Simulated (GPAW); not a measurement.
Crystal: Fe.

```
Fe
1.0
    -1.44300    1.44300    1.44300
     1.44300   -1.44300    1.44300
     1.44300    1.44300   -1.44300
Fe
1
Direct
  0.00000 0.00000 0.00000
```

Base run:

| Property | Result |
| --- | --- |
| Program | GPAW 26.7.0 |
| Functional | PBEsol |
| Potentials or basis | PAW data sets generated in the run's folder for this functional |
| Cutoff | 600 eV |
| Basis | pw |
| k mesh | 13 × 13 × 13 |
| Occupations | fermi-dirac, width 0.05 eV |
| Spin | collinear spin, ferromagnetic start |
| Starting moments | [3.0] μB |
| Hubbard terms | Fe d U = 4 eV |

Its results: pressure 9.2 GPa; net moment 2.94 μB per cell; site moments Fe +3.12 μB.

Task: After a change of settings the same cell gave: pressure 6.4 GPa; net moment 2.92 μB per cell; site moments Fe +3.06 μB. Which change was it?
A. hubbard terms from Fe d U = 4 eV to none
B. hubbard terms from Fe d U = 4 eV to Fe d U = 3 eV
C. hubbard terms from Fe d U = 4 eV to Fe d U = 6 eV

Result: B.

Caveats: the U is typed as a test and isn't derived for this compound.
